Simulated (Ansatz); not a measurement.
Crystal: Rb.

```
Rb
1.0
     0.00000    3.63988    3.63988
     3.63988    0.00000    3.63988
     3.63988    3.63988    0.00000
Rb
1
Direct
  0.00000 0.00000 0.00000
```

This isn't the form of Rb at room conditions, which is bcc.

| Quantity | Value |
| --- | --- |
| Program | Ansatz 0.2.0 |
| Task | single point |
| Functional | PBE |
| Potentials or basis | all-electron LAPW, scalar-relativistic |
| Cutoff | 44 eV (chosen from the basis error) |
| Basis error allowed | 0.001 eV/atom |
| k mesh | 6 × 6 × 6 |
| Occupations | fermi-dirac, width 0.05 eV |
| Spin | no spin polarisation |

On this cell: pressure -0.1 GPa; band gap on the k mesh none (metal or under the smearing width).

The same run follows on a disturbed copy (cell strained at random at fixed volume):

```xyz
1
Lattice="-0.0337 3.6804 3.6194 3.5921 -0.0141 3.5997 3.6035 3.6722 -0.0255" Properties=species:S:1:pos:R:3 pbc="T T T"
Rb   -0.0138   -0.0161    0.0328
```

**Question.** What does the disturbed cell give?

**Answer.** The energy (extrapolated to zero smearing) moves by +0.2 meV/atom; pressure -0.1 GPa; band gap on the k mesh none (metal or under the smearing width).
